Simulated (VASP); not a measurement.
# SiNi (Pnma) in VASP: further runs

One crystal, SiNi, is run at these levels: PBEsol; tasks: relaxation of cell and atoms.

All numbers are computed with VASP 6.6.1; they aren't measurements. Logs are shortened: lines on timing, memory, paths and dates and some standing lists are left out, and cuts for length are marked.

### 1 The structure

Symmetry: Pnma, No. 62, orthorhombic system. Conventional cell: a = 5.173 Å, b = 3.338 Å, c = 5.605 Å, α = 90.00°, β = 90.00°, γ = 90.00°. Si (site symmetry m) is surrounded by 6 Ni at 2.28 to 2.40 Å. Around Ni (site symmetry m) lie 6 Si at 2.28 to 2.40 Å.

### 2 Relaxation of cell and atoms, PBEsol

The input, INCAR:

```
SYSTEM = SiNi
PREC = Accurate
ENCUT = 600
EDIFF = 1E-6
ISMEAR = 1
SIGMA = 0.1
LREAL = .False.
LASPH = .True.
NELM = 80
ALGO = Normal
ISIF = 3
LWAVE = .False.
LCHARG = .False.
GGA = PS
IBRION = 2
NSW = 90
EDIFFG = -0.01
LUSENCCL = .False.
```

The input, KPOINTS:

```
Automatic mesh
0
Gamma
  8 12 8
  0 0 0
```

The input, POSCAR:

```
SiNi
1.0
    5.1731000000      0.0000000000      0.0000000000
    0.0000000000      3.3381000000      0.0000000000
    0.0000000000      0.0000000000      5.6049000000
Si Ni
4 4
Direct
    0.3212800000      0.7500000000      0.0825000000
    0.1787200000      0.2500000000      0.5825000000
    0.8212800000      0.7500000000      0.4175000000
    0.6787200000      0.2500000000      0.9175000000
    0.0077900000      0.2500000000      0.1875200000
    0.4922100000      0.7500000000      0.6875200000
    0.5077900000      0.2500000000      0.3124800000
    0.9922100000      0.7500000000      0.8124800000
```

Potentials or basis: VASP PAW PBE potentials, release 64 (Si, Ni).

Launch:

```console
> cat potpaw_PBE.64/Si/POTCAR potpaw_PBE.64/Ni/POTCAR > POTCAR
> mpirun -np 1 vasp_std > vasp.out
```

OUTCAR:

```text
SYSTEM = SiNi
   PREC = Accurate
   ENCUT = 600
   EDIFF = 1E-6
   ISMEAR = 1
   LREAL = .False.
   LASPH = .True.
   NELM = 80
   ISIF = 3
   GGA = PS
   IBRION = 2
   NSW = 90
   EDIFFG = -0.01

 ion  position               nearest neighbor table
   1  0.321  0.750  0.083-   8 2.28   7 2.32   7 2.32   6 2.38   5 2.40   5 2.40   4 2.66   4 2.66

   2  0.179  0.250  0.583-   7 2.28   8 2.32   8 2.32   5 2.38   6 2.40   6 2.40   3 2.66   3 2.66

   3  0.821  0.750  0.417-   6 2.28   5 2.32   5 2.32   8 2.38   7 2.40   7 2.40   2 2.66   2 2.66

   4  0.679  0.250  0.917-   5 2.28   6 2.32   6 2.32   7 2.38   8 2.40   8 2.40   1 2.66   1 2.66

   5  0.008  0.250  0.188-   4 2.28   3 2.32   3 2.32   2 2.38   1 2.40   1 2.40   7 2.68   7 2.68
                             8 2.69   8 2.69
   6  0.492  0.750  0.688-   3 2.28   4 2.32   4 2.32   1 2.38   2 2.40   2 2.40   8 2.68   8 2.68
                             7 2.69   7 2.69
   7  0.508  0.250  0.312-   2 2.28   1 2.32   1 2.32   4 2.38   3 2.40   3 2.40   5 2.68   5 2.68
                             6 2.69   6 2.69
   8  0.992  0.750  0.812-   1 2.28   2 2.32   2 2.32   3 2.38   4 2.40   4 2.40   6 2.68   6 2.68
                             5 2.69   5 2.69

  LATTYP: Found a simple orthorhombic cell.
 ALAT       =     3.3381000000
 B/A-ratio  =     1.5497139091
 C/A-ratio  =     1.6790689314

  Lattice vectors:

 A1 = (   0.0000000000,  -3.3381000000,   0.0000000000)
 A2 = (   5.1731000000,   0.0000000000,   0.0000000000)
 A3 = (   0.0000000000,   0.0000000000,   5.6049000000)

Analysis of symmetry for initial positions (statically):
=====================================================================
 Subroutine PRICEL returns:
 Original cell was already a primitive cell.

 Routine SETGRP: Setting up the symmetry group for a
 simple orthorhombic supercell.

 Subroutine GETGRP returns: Found  8 space group operations
 (whereof  2 operations were pure point group operations)
 out of a pool of  8 trial point group operations.

The static configuration has the point symmetry S_2 .
 The point group associated with its full space group is D_2h.

Analysis of symmetry for dynamics (positions and initial velocities):
=====================================================================
 Subroutine PRICEL returns:
 Original cell was already a primitive cell.

 Routine SETGRP: Setting up the symmetry group for a
 simple orthorhombic supercell.

[... 140 lines left out ...]
  Thomas-Fermi vector in A             =   2.490499
   LORBIT       =      0    0 simple, 1 ext, 2 COOP (PROOUT), +10 PAW based schemes
   GGA     = PS    functional components
   LHFCALC =     F    Hartree Fock is set to
   AEXX    =    0.0000 exact exchange contribution
   IVDW    =     0    specifies the selected vdW correction
   LEPSILON=     F    determine dielectric tensor
   LRPA    =     F    only Hartree local field effects (RPA)
 conjugate gradient relaxation of ions
 non-spin polarized calculation
 Methfessel and Paxton  Order N= 1 SIGMA  =   0.10
  energy-cutoff  :      600.00
  volume of cell :       96.79
 maximum number of plane-waves:      3260
 NGX is ok and might be reduce to    42
   NGX = 21   NGY = 13   NGZ = 23

--------------------------------------- Ionic step        1  -------------------------------------------

 number of electron      56.0000001 magnetization

 Free energy of the ion-electron system (eV)
  ---------------------------------------------------
  ext. energy  EPLUGINS =         0.00000000
  ---------------------------------------------------
  free energy    TOTEN  =       -52.22679031 eV

  energy without entropy =      -52.22532438  energy(sigma->0) =      -52.22630166

------------------------ aborting loop because EDIFF is reached ----------------------------------------

  FORCE on cell =-STRESS in cart. coord.  units (eV):
  Direction    XX          YY          ZZ          XY          YZ          ZX
  --------------------------------------------------------------------------------------
  -------------------------------------------------------------------------------------
  Total       -2.8847963     -2.1370042     -2.5575417      0.0000000      0.0000000      0.0000000
  in kB      -47.7537687    -35.3751153    -42.3365269      0.0000000      0.0000000      0.0000000
  external PRESSURE =     -41.8218037 kB  Pullay stress =       0.0000000 kB
[... 107 lines left out ...]
  FREE ENERGIE OF THE ION-ELECTRON SYSTEM (eV)
  ---------------------------------------------------
  free  energy   TOTEN  =       -52.2569332496 eV

  energy  without entropy=      -52.2555060622  energy(sigma->0) =      -52.25645752

[... ionic steps 4 to 9 ...]

--------------------------------------- Ionic step       10  -------------------------------------------

 number of electron      56.0000022 magnetization

------------------------ aborting loop because EDIFF is reached ----------------------------------------
[... 79 lines left out ...]
--------------------------------------- Ionic step       12  -------------------------------------------

 number of electron      56.0000020 magnetization

 Free energy of the ion-electron system (eV)
  ---------------------------------------------------
  ext. energy  EPLUGINS =         0.00000000
  ---------------------------------------------------
  free energy    TOTEN  =       -52.26669047 eV

  energy without entropy =      -52.26782269  energy(sigma->0) =      -52.26706788

 E-fermi :  10.6931     XC(G=0): -12.4512

 val. band max:       10.6683957518   @ k =   0.0000   0.4167   0.3750
 cond. band min:      10.6942850546   @ k =   0.0000   0.4167   0.2500
 fundamental gap:      0.0258893028
 Fermi energy:        10.6930890491

 k-point     1 :       0.0000    0.0000    0.0000
  band No.  band energies     occupation
      1      -2.5160      2.00000
      2       1.0194      2.00000
      3       2.1675      2.00000
      4       2.8360      2.00000
      5       4.0248      2.00000
      6       4.5612      2.00000
[... 853 lines left out ...]
     32      12.3891     -0.00000
     33      13.2431      0.00000

 [... further k-points ...]

------------------------ aborting loop because EDIFF is reached ----------------------------------------

  FORCE on cell =-STRESS in cart. coord.  units (eV):
  Direction    XX          YY          ZZ          XY          YZ          ZX
  --------------------------------------------------------------------------------------
  -------------------------------------------------------------------------------------
  Total       -0.0727568     -0.0091983     -0.0174244     -0.0000000      0.0000000      0.0000000
  in kB       -1.2335236     -0.1559481     -0.2954151     -0.0000000      0.0000000      0.0000000
  external PRESSURE =      -0.5616289 kB  Pullay stress =       0.0000000 kB
[... 23 lines left out ...]
  FREE ENERGIE OF THE ION-ELECTRON SYSTEM (eV)
  ---------------------------------------------------
  free  energy   TOTEN  =       -52.2666904748 eV

  energy  without entropy=      -52.2678226869  energy(sigma->0) =      -52.26706788

 reached required accuracy - stopping structural energy minimisation
```

Wall time 71 min (1 × NVIDIA H100 80GB with 1 thread of AMD EPYC 7R13 (Zen 3), shared host); peak memory 1.6 GiB.

What came out:

| Quantity | Value |
| --- | --- |
| Free energy | -52.2667 eV |
| Relaxed volume | 11.81 Å³/atom |
| Relaxed cell | a = 5.088 Å, b = 3.364 Å, c = 5.521 Å, α = 90.00°, β = 90.00°, γ = 90.00° |
| Space group after relaxing (to 0.05 Å) | Pnma (No. 62) |
| Energy gained by relaxing | 5.0 meV/atom |
| Ionic steps | 12 |
| Pressure after relaxing | -0.1 GPa |
| Largest force after relaxing | 0.007 eV/Å |
| Band gap on the k mesh | none (metal or under the smearing width) |

Forces on the atoms (eV/Å):
```
Si  -0.001  0.000  0.000
Si   0.001  0.000  0.000
Si  -0.001  0.000  0.000
Si   0.001  0.000  0.000
Ni   0.003  0.000 -0.006
Ni  -0.003  0.000 -0.006
Ni   0.003  0.000  0.006
Ni  -0.003  0.000  0.006
```

Step by step:
```tsv
step	energy change (eV)	largest force (eV/Å)	pressure (GPa)	volume (Å³)
1	0.0000	0.0836	-4.18	96.79
2	0.0011	0.1136	4.80	92.43
3	-0.0301	0.0743	0.08	94.59
4	-0.0325	0.0602	0.10	94.58
5	-0.0366	0.0588	0.01	94.54
6	-0.0368	0.0692	0.03	94.53
7	-0.0384	0.0485	-0.06	94.55
8	-0.0390	0.0503	-0.11	94.56
9	-0.0396	0.0327	0.07	94.46
10	-0.0397	0.0228	0.24	94.37
11	-0.0399	0.0072	-0.13	94.56
12	-0.0399	0.0071	-0.06	94.50
```

Final structure:
```xyz
8
Lattice="5.0884 0.0000 0.0000 0.0000 3.3636 0.0000 0.0000 0.0000 5.5215" Properties=species:S:1:pos:R:3 pbc="T T T"
Si    1.6340    2.5227    0.4811
Si    0.9102    0.8409    3.2418
Si    4.1782    2.5227    2.2797
Si    3.4544    0.8409    5.0404
Ni    0.0484    0.8409    1.0350
Ni    2.4957    2.5227    3.7958
Ni    2.5926    0.8409    1.7257
Ni    5.0399    2.5227    4.4865
```

Caveat: the PAW data sets were made with another functional, which shifts forces and pressure a little. Spin polarisation is off, so any magnetic state and its effect on volume and gap are missing.

### 3 Relaxation of cell and atoms, PBEsol

This run uses another cell than the first one, of 11.81 Å³/atom, 0.976 times its volume.

Edit INCAR of step 2 so:

```diff
@@ -3,3 +3,3 @@
 ENCUT = 600
-EDIFF = 1E-6
+EDIFF = 1E-7
 ISMEAR = 1
@@ -16,3 +16,3 @@
 NSW = 90
-EDIFFG = -0.01
+EDIFFG = -0.005
 LUSENCCL = .False.
```

KPOINTS is that of step 2.

The input, POSCAR:

```
SiNi                                    
1.0
    5.0883760448     -0.0000000000      0.0000000000
    0.0000000000      3.3635743221      0.0000000000
    0.0000000000      0.0000000000      5.5214939426
  Si              Ni            
     4     4
Direct
     0.3211278574539523    0.7500000000000000    0.0871233180019467
     0.1788721425460476    0.2500000000000000    0.5871233180019466
     0.8211278574539523    0.7500000000000000    0.4128766819980532
     0.6788721425460477    0.2500000000000000    0.9128766819980534
     0.0095211609872508    0.2500000000000000    0.1874500560316127
     0.4904788390127491    0.7500000000000000    0.6874500560316128
     0.5095211609872508    0.2500000000000000    0.3125499439683874
     0.9904788390127492    0.7500000000000000    0.8125499439683872
```

Potentials or basis: VASP PAW PBE potentials, release 64 (Si, Ni).

Launch:

```console
> cat potpaw_PBE.64/Si/POTCAR potpaw_PBE.64/Ni/POTCAR > POTCAR
> mpirun -np 1 vasp_std > vasp.out
```

OUTCAR:

```text
SYSTEM = SiNi
   PREC = Accurate
   ENCUT = 600
   EDIFF = 1E-7
   ISMEAR = 1
   LREAL = .False.
   LASPH = .True.
   NELM = 80
   ISIF = 3
   GGA = PS
   IBRION = 2
   NSW = 90
   EDIFFG = -0.005

 ion  position               nearest neighbor table
   1  0.321  0.750  0.087-   8 2.26   7 2.30   7 2.30   6 2.37   5 2.38   5 2.38   4 2.66   4 2.66
                             3 3.12   3 3.12
   2  0.179  0.250  0.587-   7 2.26   8 2.30   8 2.30   5 2.37   6 2.38   6 2.38   3 2.66   3 2.66
                             4 3.12   4 3.12
   3  0.821  0.750  0.413-   6 2.26   5 2.30   5 2.30   8 2.37   7 2.38   7 2.38   2 2.66   2 2.66
                             1 3.12   1 3.12
[... 1147 lines left out ...]
  external PRESSURE =      -0.0593597 kB  Pullay stress =       0.0000000 kB

 VOLUME and BASIS-vectors are now :
 -----------------------------------------------------------------------------
  energy-cutoff  :      600.00
  volume of cell :       94.49
      direct lattice vectors                 reciprocal lattice vectors
     5.086966564  0.000000000  0.000000000     0.196580809  0.000000000  0.000000000
     0.000000000  3.364013285  0.000000000    -0.000000000  0.297263987  0.000000000
     0.000000000  0.000000000  5.521868894     0.000000000  0.000000000  0.181098106

 POSITION                                       TOTAL-FORCE (eV/Angst)
 -----------------------------------------------------------------------------------
      1.63350      2.52301      0.48108         0.001987      0.000000      0.001953
      0.90998      0.84100      3.24201        -0.001987     -0.000000      0.001953
      4.17698      2.52301      2.27986         0.001987      0.000000     -0.001953
      3.45347      0.84100      5.04079        -0.001987     -0.000000     -0.001953
      0.04858      0.84100      1.03475         0.002200      0.000000     -0.000389
      2.49490      2.52301      3.79568        -0.002200     -0.000000     -0.000389
      2.59207      0.84100      1.72619         0.002200      0.000000      0.000389
      5.03838      2.52301      4.48712        -0.002200     -0.000000      0.000389
 -----------------------------------------------------------------------------------
    total drift:                                0.000000      0.000000     -0.000000

  FREE ENERGIE OF THE ION-ELECTRON SYSTEM (eV)
  ---------------------------------------------------
  free  energy   TOTEN  =       -52.2659458346 eV

  energy  without entropy=      -52.2670813252  energy(sigma->0) =      -52.26632433

 reached required accuracy - stopping structural energy minimisation
```

OSZICAR:

```text
N       E                     dE             d eps       ncg     rms          rms(c)
DAV:   1     0.389553413266E+03    0.38955E+03   -0.27312E+04 11550   0.223E+03
[... 17 lines left out ...]
       N       E                     dE             d eps       ncg     rms          rms(c)
DAV:   1    -0.522659716193E+02   -0.41488E-04   -0.32226E-03 11723   0.342E-01    0.394E-02
DAV:   2    -0.522659597304E+02    0.11889E-04   -0.14497E-04 16949   0.161E-01    0.265E-02
DAV:   3    -0.522659517947E+02    0.79357E-05   -0.72024E-05 15336   0.119E-01    0.196E-02
DAV:   4    -0.522659456971E+02    0.60976E-05   -0.19857E-05 15329   0.577E-02    0.238E-03
DAV:   5    -0.522659458633E+02   -0.16625E-06   -0.22406E-06 12416   0.161E-02    0.149E-03
DAV:   6    -0.522659458346E+02    0.28738E-07   -0.11612E-07  6303   0.451E-03
   2 F= -.52265946E+02 E0= -.52266324E+02  d E =-.156578E-04
```

CONTCAR:

```text
SiNi
    1.000000000000000
     5.0869665639480841    0.0000000000000000    0.0000000000000000
     0.0000000000000000    3.3640132852237921    0.0000000000000000
     0.0000000000000000    0.0000000000000000    5.5218688937876363
  Si              Ni
     4     4
Direct
     0.3211144333404571    0.7500000000000000    0.0871222309500341
     0.1788855666595428    0.2500000000000000    0.5871222309500270
     0.8211144333404572    0.7500000000000000    0.4128777690499659
     0.6788855666595428    0.2500000000000000    0.9128777690499730
     0.0095507650674749    0.2500000000000000    0.1873909166386500
     0.4904492349325251    0.7500000000000000    0.6873909166386499
     0.5095507650674749    0.2500000000000000    0.3126090833613501
     0.9904492349325251    0.7500000000000000    0.8126090833613501

  0.00000000E+00  0.00000000E+00  0.00000000E+00
  0.00000000E+00  0.00000000E+00  0.00000000E+00
  0.00000000E+00  0.00000000E+00  0.00000000E+00
  0.00000000E+00  0.00000000E+00  0.00000000E+00
  0.00000000E+00  0.00000000E+00  0.00000000E+00
  0.00000000E+00  0.00000000E+00  0.00000000E+00
  0.00000000E+00  0.00000000E+00  0.00000000E+00
  0.00000000E+00  0.00000000E+00  0.00000000E+00
```

It took 17 min on 1 × NVIDIA H100 80GB with 1 thread of AMD EPYC 7R13 (Zen 3), shared host; peak memory 1.6 GiB.

What came out:

```yaml
Free_energy: -52.2659 eV
Energy_gained_by_relaxing: 0.0 meV/atom
Ionic_steps: 2
Pressure_after_relaxing: 0.0 GPa
Band_gap_on_the_k_mesh: none (metal or under the smearing width)
```

Forces in eV/Å, atoms in the order of the input:
```
Si   0.002  0.000  0.002
Si  -0.002  0.000  0.002
Si   0.002  0.000 -0.002
Si  -0.002  0.000 -0.002
Ni   0.002  0.000  0.000
Ni  -0.002  0.000  0.000
Ni   0.002  0.000  0.000
Ni  -0.002  0.000  0.000
```

Final structure:
```yaml
crystal:
  lattice:
    - [5.08697, 0.00000, 0.00000]
    - [0.00000, 3.36401, 0.00000]
    - [0.00000, 0.00000, 5.52187]
  atoms:
    - { symbol: Si, position: [0.32111, 0.75000, 0.08712] }
    - { symbol: Si, position: [0.17889, 0.25000, 0.58712] }
    - { symbol: Si, position: [0.82111, 0.75000, 0.41288] }
    - { symbol: Si, position: [0.67889, 0.25000, 0.91288] }
    - { symbol: Ni, position: [0.00955, 0.25000, 0.18739] }
    - { symbol: Ni, position: [0.49045, 0.75000, 0.68739] }
    - { symbol: Ni, position: [0.50955, 0.25000, 0.31261] }
    - { symbol: Ni, position: [0.99045, 0.75000, 0.81261] }
```

Levels at points of the mesh, in eV from the Fermi level:
| k point | band 25 | band 26 | band 27 | band 28 | band 29 | band 30 | band 31 | band 32 |
| --- | --- | --- | --- | --- | --- | --- | --- | --- |
| (0.00, 0.00, 0.00) | -1.80 | -1.33 | -1.16 | -0.94 | 0.66 | 1.38 | 3.34 | 3.79 |
| (0.50, 0.00, 0.00) | -1.89 | -1.89 | 0.98 | 0.98 | 1.11 | 1.11 | 3.69 | 3.69 |
| (0.00, 0.50, 0.00) | -2.00 | -2.00 | -1.45 | -1.45 | -0.61 | -0.61 | 2.07 | 2.07 |
| (0.50, 0.50, 0.00) | -1.76 | -1.76 | -1.76 | -1.76 | 0.50 | 0.50 | 0.50 | 0.50 |
| (0.00, 0.00, 0.50) | -1.41 | -1.41 | -0.20 | -0.20 | 0.83 | 0.83 | 3.35 | 3.35 |
| (0.50, 0.00, 0.50) | -0.97 | -0.97 | 0.84 | 0.84 | 2.31 | 2.31 | 2.63 | 2.63 |
| (0.00, 0.50, 0.50) | -2.07 | -2.07 | -1.74 | -1.74 | 0.19 | 0.19 | 1.37 | 1.37 |
| (0.50, 0.50, 0.50) | -1.96 | -1.96 | -1.96 | -1.96 | 2.66 | 2.66 | 2.66 | 2.66 |

Caveat: the PAW data sets were made with another functional, which shifts forces and pressure a little. Spin polarisation is off, so any magnetic state and its effect on volume and gap are missing.
